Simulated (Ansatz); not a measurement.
# LiF: changing the share of exact exchange

It takes space group Fm-3m (No. 225, cubic). The conventional cell has a = 4.028 Å, b = 4.028 Å, c = 4.028 Å, α = 90.00°, β = 90.00°, γ = 90.00°. F (site symmetry m-3m) has 6 Li at 2.01 Å as nearest neighbours. Around Li (site symmetry m-3m) lie 6 F at 2.01 Å.

Kept alike: task single point; k mesh 7 × 7 × 7; occupations fermi-dirac, width 0.05 eV; no spin polarisation. Program: Ansatz, Ansatz PAW, cutoff 420 eV. The mesh is that of the run's cell of 2 atoms. No spin-orbit coupling.

```csv
"share of exact exchange, α",pressure (GPa)
0,2.12
0.1,0.85
0.15,0.22
0.25,-1.01
0.35,-2.22
0.5,-3.97
```

Pressure is positive in compression, with a Pulay correction for the finite cutoff. All rows use potentials made for PBE. The mesh is thin for exact exchange.

Q: What does the share of exact exchange change here?

A: The pressure falls from 2.12 to -3.97 GPa between 0 and 0.5. Exact exchange shortens the bonds here, so the pressure at fixed cell falls.
